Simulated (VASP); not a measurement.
A run of VASP 6.6.1 is set up as follows.

The input POSCAR:

```
AlRu
1.0
    2.9824954400      0.0000000000      0.0000000000
    0.0000000000      2.9824954400      0.0000000000
    0.0000000000      0.0000000000      2.9824954400
Al Ru
1 1
Direct
    0.0000000000      0.0000000000      0.0000000000
    0.5000000000      0.5000000000      0.5000000000
```

The input INCAR.step1:

```
PREC     = Accurate       # precision mode
ENCUT    = 600            # plane-wave cutoff, eV
EDIFF    = 1E-8           # SCF threshold, eV
ISMEAR   = 0              # smearing method
SIGMA    = 0.1            # smearing width, eV
LREAL    = F              # projectors in reciprocal space
LASPH    = T              # aspherical terms in the spheres
NELM     = 100            # most SCF steps
ALGO     = Normal         # electronic algorithm
ISIF     = 3              # what is computed and relaxed
LWAVE    = F              # write WAVECAR
LCHARG   = F              # write CHGCAR
GGA      = PE             # functional
IBRION   = 2              # ionic algorithm
NSW      = 40             # ionic steps
EDIFFG   = -0.002         # ionic threshold
```

File INCAR.step2:

```
PREC     = Accurate       # precision mode
ENCUT    = 600            # plane-wave cutoff, eV
EDIFF    = 1E-8           # SCF threshold, eV
ISMEAR   = 0              # smearing method
SIGMA    = 0.1            # smearing width, eV
LREAL    = F              # projectors in reciprocal space
LASPH    = T              # aspherical terms in the spheres
NELM     = 100            # most SCF steps
ALGO     = Normal         # electronic algorithm
ISIF     = 3              # what is computed and relaxed
LWAVE    = F              # write WAVECAR
LCHARG   = F              # write CHGCAR
GGA      = PE             # functional
IBRION   = 6              # ionic algorithm
NFREE    = 2            
POTIM    = 0.015          # step
NSW      = 1              # ionic steps
```

The input KPOINTS:

```
regular mesh
0
Gamma
  14 14 14
```

Potentials or basis: VASP PAW PBE potentials, release 64 (Al, Ru_pv).

Command:

```sh
$ cat potpaw_PBE.64/Al/POTCAR potpaw_PBE.64/Ru_pv/POTCAR > POTCAR
$ cp INCAR.step1 INCAR
$ mpirun -np 1 vasp_std > vasp.out
$ cp CONTCAR POSCAR
$ cp INCAR.step2 INCAR
$ mpirun -np 1 vasp_std > vasp.out
```

Question: What does it give for the elastic constants C11, C12, C44?

Answer: 309, 152, 124 GPa.

Question: What does it give for the Voigt bulk modulus?

Answer: 204 GPa.

Question: What does it give for the highest phonon frequency at Γ, LO-TO splitting left out?

Answer: 308 cm⁻¹.

Question: Estimate the relaxed cell.

Answer: a = 3.004 Å, b = 3.004 Å, c = 3.004 Å, α = 90.00°, β = 90.00°, γ = 90.00°.

Question: Estimate the relaxed volume.

Answer: 13.55 Å³/atom.

Final structure:
```yaml
crystal:
  lattice:
    - [3.00362, 0.00000, 0.00000]
    - [0.00000, 3.00362, 0.00000]
    - [0.00000, 0.00000, 3.00362]
  atoms:
    - { symbol: Al, position: [0.00000, 0.00000, 0.00000] }
    - { symbol: Ru, position: [0.50000, 0.50000, 0.50000] }
```
